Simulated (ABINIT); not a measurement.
# CaO (Fm-3m) in ABINIT: notebook

Runs on CaO. Level: r2SCAN. Tasks: equation of state.

All numbers are computed with ABINIT 10.8.3 (patched build); they aren't measurements. Logs are shortened: lines on timing, memory, paths and dates and some standing lists are left out, and cuts for length are marked. The log counts tension as positive stress, the text compression.

## (1) The structure

It takes space group Fm-3m (No. 225, cubic). The conventional cell has a = 4.807 Å, b = 4.807 Å, c = 4.807 Å, α = 90.00°, β = 90.00°, γ = 90.00°. Around Ca (site symmetry m-3m) lie 6 O at 2.40 Å. Around O (site symmetry m-3m) lie 6 Ca at 2.40 Å.

The cell is a database's computed one.

## (2) Equation of state, r2SCAN

run.abi reads:

```
# Datasets: one volume each
ndtset 7
scalecart1 3*0.9795861087
scalecart2 3*0.9864848297
scalecart3 3*0.9932883884
scalecart4 3*1.0000000000
scalecart5 3*1.0066227096
scalecart6 3*1.0131594038
scalecart7 3*1.0196128224

# Pseudopotentials
pp_dirpath "./"
pseudos "Ca.GGA_PBE-ansatz.xml, O.GGA_PBE-ansatz.xml"

# Structure
acell 3.3991410632 3.3991410632 3.3991410632 Angstrom
rprim
     0.0000000000     0.7071067812     0.7071067812
     0.7071067812     0.0000000000     0.7071067812
     0.7071067812     0.7071067812     0.0000000000
ntypat 2
znucl 20 8
natom 2
typat 1 2
xred
     0.0000000000     0.0000000000     0.0000000000
     0.5000000000     0.5000000000     0.5000000000

# Plane-wave basis
ecut 19.0
pawecutdg 38.0

# k points
kptopt 1
ngkpt 6 6 6
nshiftk 1
shiftk 0.0 0.0 0.0

# Exchange and correlation
ixc -497498
usekden 1
pawxcdev 0

# Bands and occupations
nband 12
occopt 3
tsmear 0.05 eV

# SCF cycle
nstep 100
tolvrs 1.0e-7

# Output
iomode 3
prtwf 0
prtden 0
prteig 0
prtebands 0
prtvol 2
```

Potentials or basis: Ansatz PAW PBE default generated set, frozen core.

Command:

```
mpirun --bind-to none -np 4 abinit run.abi > log 2>&1
```

run.abo:

```text
[... set-up lines left out ...]
 ETOT  1  -50.233330707824    -5.023E+01 1.973E-01 1.720E+01
 ETOT  2  -50.019454200772     2.139E-01 8.042E-02 8.677E+00
 ETOT  3  -50.013100599588     6.354E-03 6.825E-03 6.751E-01
 ETOT  4  -50.014028890171    -9.283E-04 3.318E-03 1.164E-01
 ETOT  5  -50.013798645915     2.302E-04 4.708E-04 4.656E-03
 ETOT  6  -50.013801407696    -2.762E-06 2.714E-04 4.509E-04
 ETOT  7  -50.013800505269     9.024E-07 2.196E-04 1.136E-06
 ETOT  8  -50.013800524297    -1.903E-08 1.809E-04 1.262E-07
 ETOT  9  -50.013800524012     2.855E-10 1.425E-04 2.462E-09

 At SCF step    9       nres2   =  2.46E-09 < tolvrs=  1.00E-07 =>converged.

Result for kinetic energy density :

--------------------------------------------------------------------------------
 Total kinetic energy density [Ha/Bohr^3]
)     Maximum=    1.6987E+00  at reduced coord.    0.5000    0.5000    0.5000
)     Minimum=    2.8640E-03  at reduced coord.    0.2500    0.2500    0.2500
   Integrated=    1.6883E+01
--------------------------------------------------------------------------------

 Cartesian components of stress tensor (hartree/bohr^3)
  sigma(1 1)= -2.38368290E-04  sigma(3 2)=  0.00000000E+00
  sigma(2 2)= -2.38368290E-04  sigma(3 1)=  0.00000000E+00
  sigma(3 3)= -2.38368290E-04  sigma(2 1)=  0.00000000E+00

--- !ResultsGS
iteration_state: {dtset: 1, }
comment   : Summary of ground state results
lattice_vectors:
- [  0.0000000,   4.4493408,   4.4493408, ]
- [  4.4493408,   0.0000000,   4.4493408, ]
- [  4.4493408,   4.4493408,   0.0000000, ]
lattice_lengths: [   6.29232,    6.29232,    6.29232, ]
lattice_angles: [ 60.000,  60.000,  60.000, ] # degrees, (23, 13, 12)
lattice_volume:   1.7616394E+02
convergence: {deltae:  2.855E-10, res2:  2.462E-09, residm:  1.425E-04, diffor: null, }
etotal    :  -5.00138005E+01
entropy   :   0.00000000E+00
fermie    :   2.31821677E-01
cartesian_stress_tensor: # hartree/bohr^3
- [ -2.38368290E-04,   0.00000000E+00,   0.00000000E+00, ]
[... 1558 lines left out ...]
--- !DatasetInfo
iteration_state: {dtset: 6, }
dimensions: {natom: 2, nkpt: 16, mband: 12, nsppol: 1, nspinor: 1, nspden: 1, mpw: 785, }
cutoff_energies: {ecut:  19.0, pawecutdg:  38.0, }
electrons: {nelect:   1.60000000E+01, charge:   0.00000000E+00, occopt:   3.00000000E+00, tsmear:   1.83746611E-03, }
meta: {optdriver: 0, ionmov: 0, optcell: 0, iscf: 17, paral_kgb: 0, }
...

 Real(R)+Recip(G) space primitive vectors, cartesian coordinates (Bohr,Bohr^-1):
 R(1)=  0.0000000  4.6018328  4.6018328  G(1)= -0.1086524  0.1086524  0.1086524
 R(2)=  4.6018328  0.0000000  4.6018328  G(2)=  0.1086524 -0.1086524  0.1086524
 R(3)=  4.6018328  4.6018328  0.0000000  G(3)=  0.1086524  0.1086524 -0.1086524
 Unit cell volume ucvol=  1.9490479E+02 bohr^3
 Angles (23,13,12)=  6.00000000E+01  6.00000000E+01  6.00000000E+01 degrees

 Coarse grid specifications (used for wave-functions):

 getcut: wavevector=  0.0000  0.0000  0.0000  ngfft=  27  27  27
         ecut(hartree)=     19.000   => boxcut(ratio)=   2.03905

 Fine grid specifications (used for densities):

 getcut: wavevector=  0.0000  0.0000  0.0000  ngfft=  40  40  40
         ecut(hartree)=     38.000   => boxcut(ratio)=   2.21492

 getcut : COMMENT -
  Note that boxcut > 2.2 ; recall that boxcut=Gcut(box)/Gcut(sphere) = 2
  is sufficient for exact treatment of convolution.
  Such a large boxcut is a waste : you could raise ecut
  e.g. ecut=   46.605597 Hartrees makes boxcut=2

--------------------------------------------------------------------------------

================================================================================

--- !BeginCycle
iteration_state: {dtset: 6, }
solver: {iscf: 17, nstep: 100, nline: 4, wfoptalg: 10, }
tolerances: {tolvrs: 1.00E-07, }
...

     iter   Etot(hartree)      deltaE(h)  residm     nres2
 ETOT  1  -50.232334640256    -5.023E+01 1.663E-01 2.116E+01
 ETOT  2  -50.020824206322     2.115E-01 2.310E-02 1.219E+01
 ETOT  3  -50.013387651291     7.437E-03 6.509E-03 9.517E-01
 ETOT  4  -50.014349660228    -9.620E-04 2.624E-02 2.148E-01
 ETOT  5  -50.014113657439     2.360E-04 1.443E-02 9.289E-03
 ETOT  6  -50.014115038719    -1.381E-06 3.297E-03 7.127E-04
 ETOT  7  -50.014113977156     1.062E-06 1.622E-03 7.770E-06
 ETOT  8  -50.014113997760    -2.060E-08 4.639E-04 3.853E-07
 ETOT  9  -50.014113997243     5.170E-10 3.965E-04 2.074E-09

 At SCF step    9       nres2   =  2.07E-09 < tolvrs=  1.00E-07 =>converged.

Result for kinetic energy density :

--------------------------------------------------------------------------------
 Total kinetic energy density [Ha/Bohr^3]
)     Maximum=    1.6845E+00  at reduced coord.    0.5000    0.5000    0.5000
)     Minimum=    2.2150E-03  at reduced coord.    0.2500    0.2500    0.2500
   Integrated=    1.6744E+01
--------------------------------------------------------------------------------
[... 272 lines left out ...]
--- !DatasetInfo
iteration_state: {dtset: 7, }
dimensions: {natom: 2, nkpt: 16, mband: 12, nsppol: 1, nspinor: 1, nspden: 1, mpw: 797, }
cutoff_energies: {ecut:  19.0, pawecutdg:  38.0, }
electrons: {nelect:   1.60000000E+01, charge:   0.00000000E+00, occopt:   3.00000000E+00, tsmear:   1.83746611E-03, }
meta: {optdriver: 0, ionmov: 0, optcell: 0, iscf: 17, paral_kgb: 0, }
...

 Real(R)+Recip(G) space primitive vectors, cartesian coordinates (Bohr,Bohr^-1):
 R(1)=  0.0000000  4.6311446  4.6311446  G(1)= -0.1079647  0.1079647  0.1079647
 R(2)=  4.6311446  0.0000000  4.6311446  G(2)=  0.1079647 -0.1079647  0.1079647
 R(3)=  4.6311446  4.6311446  0.0000000  G(3)=  0.1079647  0.1079647 -0.1079647
 Unit cell volume ucvol=  1.9865296E+02 bohr^3
 Angles (23,13,12)=  6.00000000E+01  6.00000000E+01  6.00000000E+01 degrees

 Coarse grid specifications (used for wave-functions):

 getcut: wavevector=  0.0000  0.0000  0.0000  ngfft=  27  27  27
         ecut(hartree)=     19.000   => boxcut(ratio)=   2.02614

 Fine grid specifications (used for densities):

 getcut: wavevector=  0.0000  0.0000  0.0000  ngfft=  40  40  40
         ecut(hartree)=     38.000   => boxcut(ratio)=   2.20090

 getcut : COMMENT -
  Note that boxcut > 2.2 ; recall that boxcut=Gcut(box)/Gcut(sphere) = 2
  is sufficient for exact treatment of convolution.
  Such a large boxcut is a waste : you could raise ecut
  e.g. ecut=   46.017503 Hartrees makes boxcut=2

--------------------------------------------------------------------------------

================================================================================

--- !BeginCycle
iteration_state: {dtset: 7, }
solver: {iscf: 17, nstep: 100, nline: 4, wfoptalg: 10, }
tolerances: {tolvrs: 1.00E-07, }
...

     iter   Etot(hartree)      deltaE(h)  residm     nres2
 ETOT  1  -50.235229383898    -5.024E+01 2.840E-01 2.102E+01
 ETOT  2  -50.020298455871     2.149E-01 1.838E-02 1.254E+01
 ETOT  3  -50.012542216756     7.756E-03 3.837E-02 9.643E-01
 ETOT  4  -50.013629036389    -1.087E-03 9.985E-03 2.307E-01
 ETOT  5  -50.013364422442     2.646E-04 7.165E-03 8.754E-03
 ETOT  6  -50.013367994579    -3.572E-06 8.562E-04 7.255E-04
 ETOT  7  -50.013366908400     1.086E-06 1.266E-03 5.862E-06
 ETOT  8  -50.013366934987    -2.659E-08 2.173E-04 3.244E-07
 ETOT  9  -50.013366934657     3.293E-10 1.917E-04 3.894E-09

 At SCF step    9       nres2   =  3.89E-09 < tolvrs=  1.00E-07 =>converged.

Result for kinetic energy density :

--------------------------------------------------------------------------------
 Total kinetic energy density [Ha/Bohr^3]
)     Maximum=    1.6820E+00  at reduced coord.    0.5000    0.5000    0.5000
)     Minimum=    2.1137E-03  at reduced coord.    0.2500    0.2500    0.2500
   Integrated=    1.6721E+01
--------------------------------------------------------------------------------
[... 237 lines left out ...]
iteration_state     : {dtset: 7, }
comment             : '"Double-counting" decomposition of free energy'
band_energy         : -6.74424801582885E+00
Ewald energy        : -4.07193709878484E+01
psp_core            :  2.11368911739045E+00
xc_dc               : -8.61198376884585E+00
PAW spherical_terms :  3.94854672047532E+00
internal            : -5.00133669346574E+01
'-kT*entropy'       :  1.25327081198538E-15
total_energy_dc     : -5.00133669346574E+01
total_energy_dc_eV  : -1.36093304512094E+03
...

--- !EnergyTermsWithPAWCore
iteration_state     : {dtset: 7, }
comment             : 'Components of total free energy, including PAW core contributions'
Total energy        : -7.53011345890319E+02
Total energy DC     : -7.53011367929699E+02
Total energy (eV)   : -2.04904825806275E+04
Total energy DC (eV): -2.04904831803495E+04
...

 Cartesian components of stress tensor (hartree/bohr^3)
  sigma(1 1)=  2.30321661E-04  sigma(3 2)=  0.00000000E+00
  sigma(2 2)=  2.30321661E-04  sigma(3 1)=  0.00000000E+00
  sigma(3 3)=  2.30321661E-04  sigma(2 1)=  0.00000000E+00

-Cartesian components of stress tensor (GPa)         [Pressure= -6.7763E+00 GPa]
- sigma(1 1)=  6.77629723E+00  sigma(3 2)=  0.00000000E+00
- sigma(2 2)=  6.77629723E+00  sigma(3 1)=  0.00000000E+00
- sigma(3 3)=  6.77629723E+00  sigma(2 1)=  0.00000000E+00

== END DATASET(S) ==============================================================
================================================================================

 -outvars: echo values of variables after computation  --------
            acell      6.4234456728E+00  6.4234456728E+00  6.4234456728E+00 Bohr
           etotal1    -5.0013800524E+01
           etotal2    -5.0014513006E+01
           etotal3    -5.0014865544E+01
           etotal4    -5.0014897299E+01
           etotal5    -5.0014639113E+01
           etotal6    -5.0014113997E+01
           etotal7    -5.0013366935E+01
            fcart1    -0.0000000000E+00 -0.0000000000E+00 -0.0000000000E+00
                      -0.0000000000E+00 -0.0000000000E+00 -0.0000000000E+00
            fcart2    -0.0000000000E+00 -0.0000000000E+00 -0.0000000000E+00
                      -0.0000000000E+00 -0.0000000000E+00 -0.0000000000E+00
            fcart3    -0.0000000000E+00 -0.0000000000E+00 -0.0000000000E+00
                      -0.0000000000E+00 -0.0000000000E+00 -0.0000000000E+00
            fcart4    -0.0000000000E+00 -0.0000000000E+00 -0.0000000000E+00
                      -0.0000000000E+00 -0.0000000000E+00 -0.0000000000E+00
            fcart5    -0.0000000000E+00 -0.0000000000E+00 -0.0000000000E+00
                      -0.0000000000E+00 -0.0000000000E+00 -0.0000000000E+00
            fcart6    -0.0000000000E+00 -0.0000000000E+00 -0.0000000000E+00
                      -0.0000000000E+00 -0.0000000000E+00 -0.0000000000E+00
            fcart7    -0.0000000000E+00 -0.0000000000E+00 -0.0000000000E+00
                      -0.0000000000E+00 -0.0000000000E+00 -0.0000000000E+00
            rprim1     0.0000000000E+00  6.9267198023E-01  6.9267198023E-01
                       6.9267198023E-01  0.0000000000E+00  6.9267198023E-01
                       6.9267198023E-01  6.9267198023E-01  0.0000000000E+00
            rprim2     0.0000000000E+00  6.9755011263E-01  6.9755011263E-01
                       6.9755011263E-01  0.0000000000E+00  6.9755011263E-01
                       6.9755011263E-01  6.9755011263E-01  0.0000000000E+00
            rprim3     0.0000000000E+00  7.0236095512E-01  7.0236095512E-01
                       7.0236095512E-01  0.0000000000E+00  7.0236095512E-01
                       7.0236095512E-01  7.0236095512E-01  0.0000000000E+00
            rprim4     0.0000000000E+00  7.0710678120E-01  7.0710678120E-01
                       7.0710678120E-01  0.0000000000E+00  7.0710678120E-01
                       7.0710678120E-01  7.0710678120E-01  0.0000000000E+00
            rprim5     0.0000000000E+00  7.1178974407E-01  7.1178974407E-01
                       7.1178974407E-01  0.0000000000E+00  7.1178974407E-01
                       7.1178974407E-01  7.1178974407E-01  0.0000000000E+00
            rprim6     0.0000000000E+00  7.1641188486E-01  7.1641188486E-01
                       7.1641188486E-01  0.0000000000E+00  7.1641188486E-01
                       7.1641188486E-01  7.1641188486E-01  0.0000000000E+00
            rprim7     0.0000000000E+00  7.2097514092E-01  7.2097514092E-01
                       7.2097514092E-01  0.0000000000E+00  7.2097514092E-01
                       7.2097514092E-01  7.2097514092E-01  0.0000000000E+00
           strten1    -2.3836828987E-04 -2.3836828987E-04 -2.3836828987E-04
                       0.0000000000E+00  0.0000000000E+00  0.0000000000E+00
           strten2    -1.3781814861E-04 -1.3781814861E-04 -1.3781814861E-04
                       0.0000000000E+00  0.0000000000E+00  0.0000000000E+00
           strten3    -4.7537067787E-05 -4.7537067787E-05 -4.7537067787E-05
                       0.0000000000E+00  0.0000000000E+00  0.0000000000E+00
           strten4     3.3480367974E-05  3.3480367974E-05  3.3480367974E-05
                       0.0000000000E+00  0.0000000000E+00  0.0000000000E+00
           strten5     1.0627382297E-04  1.0627382297E-04  1.0627382297E-04
                       0.0000000000E+00  0.0000000000E+00  0.0000000000E+00
           strten6     1.7154865175E-04  1.7154865175E-04  1.7154865175E-04
                       0.0000000000E+00  0.0000000000E+00  0.0000000000E+00
           strten7     2.3032166135E-04  2.3032166135E-04  2.3032166135E-04
                       0.0000000000E+00  0.0000000000E+00  0.0000000000E+00
           xangst1     0.0000000000E+00  0.0000000000E+00  0.0000000000E+00
                       2.3544897713E+00  2.3544897713E+00  2.3544897713E+00
           xangst2     0.0000000000E+00  0.0000000000E+00  0.0000000000E+00
                       2.3710712315E+00  2.3710712315E+00  2.3710712315E+00
           xangst3     0.0000000000E+00  0.0000000000E+00  0.0000000000E+00
                       2.3874239638E+00  2.3874239638E+00  2.3874239638E+00
           xangst4     0.0000000000E+00  0.0000000000E+00  0.0000000000E+00
                       2.4035556960E+00  2.4035556960E+00  2.4035556960E+00
           xangst5     0.0000000000E+00  0.0000000000E+00  0.0000000000E+00
                       2.4194737474E+00  2.4194737474E+00  2.4194737474E+00
           xangst6     0.0000000000E+00  0.0000000000E+00  0.0000000000E+00
                       2.4351850560E+00  2.4351850560E+00  2.4351850560E+00
           xangst7     0.0000000000E+00  0.0000000000E+00  0.0000000000E+00
                       2.4506962070E+00  2.4506962070E+00  2.4506962070E+00
             xred      0.0000000000E+00  0.0000000000E+00  0.0000000000E+00
                       5.0000000000E-01  5.0000000000E-01  5.0000000000E-01
 Calculation completed.
```

Wall time 2.6 min (4 MPI ranks of Arm Neoverse V2, shared host); peak memory 0.92 GiB.

What came out:

| Item | Value |
| --- | --- |
| Equilibrium volume | 13.77 Å³/atom |
| Bulk modulus | 118 GPa |
| Pressure derivative of the bulk modulus | 4.4 (rough: it moves with the points fitted) |

Energy against volume, from the lowest point:
```tsv
volume (Å³/atom)	energy (meV/atom)
13.052	14.92
13.330	5.23
13.608	0.43
13.886	0.00
14.163	3.51
14.441	10.66
14.719	20.82
```

Caveat: the k mesh is coarse (spacing up to 0.38 Å⁻¹), so the values aren't converged; pressures at fixed basis lie under the slope of the energies; the PAW data sets were made with another functional, which shifts forces and pressure a little.

(Continued in part 2 of 2.)
